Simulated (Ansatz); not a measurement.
Wanted: the native input for an Ansatz 0.2.0 run.

- Task: relaxation of cell and atoms
- Functional: PBEsol
- Potentials or basis: Ansatz PAW
- Cutoff: 420 eV (not typed: the program's choice for these potentials)
- k mesh: 11 × 11 × 11
- Occupations: fermi-dirac, width 0.05 eV
- Spin: no spin polarisation

Crystal: ZrH.

```
Zr H
1.0
    -1.64391    1.64391    2.50440
     1.64391   -1.64391    2.50440
     1.64391    1.64391   -2.50440
Zr H
1 1
Cartesian
  0.0000 0.0000 0.0000
  0.0000 1.6439 1.2522
```

The cell comes from a database or a generator and needn't be the stable form of this composition.

These files were run (other wordings do the same):

input.yaml

```yaml
crystal:
  lattice:
    - [-1.643908, 1.643908, 2.504399]
    - [1.643908, -1.643908, 2.504399]
    - [1.643908, 1.643908, -2.504399]
  atoms:
    - { symbol: Zr, position: [0.0, 0.0, 0.0] }
    - { symbol: H, position: [0.75, 0.25, 0.5] }
hamiltonian:
  xc: pbesol
  pseudopotentials: { kind: paw }
kpoints:
  mp_grid: { grid: [11, 11, 11] }
scf:
  occupations: { method: fermi_dirac, width: 0.05 }
output:
  forces: true
  stress: true
  eigenvalues: true
relax:
  f_tol: 0.01
  max_steps: 40
  cell: { stress_tol: 0.05 }
```

Potentials or basis: Ansatz PAW.

The run is started by

```console
$ ansatz run input.yaml --threads 2 --pin off --max-ram 5632MiB --backend cpu --events-out ev --progress --plain --runs-dir out
```

It gave:

```
Relaxed volume                         : 13.02 Å³/atom
Relaxed cell                           : a = 3.382 Å, b = 3.382 Å, c = 3.382 Å, α = 122.94°, β = 122.94°, γ = 84.97°
Space group after relaxing (to 0.05 Å) : I-4m2 (No. 119)
Energy gained by relaxing              : 7.1 meV/atom
Ionic steps                            : 6
Pressure after relaxing                : 0.0 GPa
Band gap on the k mesh                 : none (metal or under the smearing width)
```

Caveat: the plane-wave basis is chosen anew once the cell has moved, so the energies of steps on either side of that aren't comparable; the PAW data sets come from PBE, with cores solved anew for the run's functional, which leaves a small shift of forces and pressure.

It took 16 s on 2 threads of Intel(R) Xeon(R) Platinum 8488C (Sapphire Rapids), on a shared host, peak memory 0.43 GiB.
